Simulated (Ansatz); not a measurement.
Space group Pnma (No. 62). a = 6.822 Å, b = 3.760 Å, c = 5.202 Å, α = 90.00°, β = 90.00°, γ = 90.00°
| atom | site | symmetry | x | y | z |
| --- | --- | --- | --- | --- | --- |
| Hf | 4c | .m. | 0.1756 | 0.2500 | 0.1265 |
| Si | 4c | .m. | 0.0431 | 0.2500 | 0.6402 |

Equation of state of this HfSi structure (not necessarily the ground state), with shape and atoms relaxed at each volume where symmetry leaves them free. It has no gap at any of these volumes. Level of theory: DFT PBEsol, scalar-relativistic, plane waves, PAW in Ansatz 0.2.0.

Settings: cutoff 420 eV, Γ-centred mesh 6×10×8 on the computed 8-atom cell, Gaussian smearing of 0.10 eV; no spin polarisation.

| V (Å³/atom) | E − E(largest V) (meV/atom) | P (GPa) |
| --- | --- | --- |
| 14.675 | 77.44 | 26.39 |
| 15.176 | 8.17 | 18.20 |
| 15.676 | -37.38 | 11.17 |
| 16.176 | -62.59 | 5.15 |
| 16.677 | -70.38 | -0.01 |
| 17.177 | -63.23 | -4.43 |
| 17.677 | -43.30 | -8.22 |
| 18.344 | 0.00 | -12.42 |

Question: Fit a third-order Birch–Murnaghan equation to E(V).

Answer: V0 = 16.67 Å³/atom, B0 = 159 GPa, B0' = 4.1.

Spin-orbit coupling is left out, which matters for the bands of heavy elements.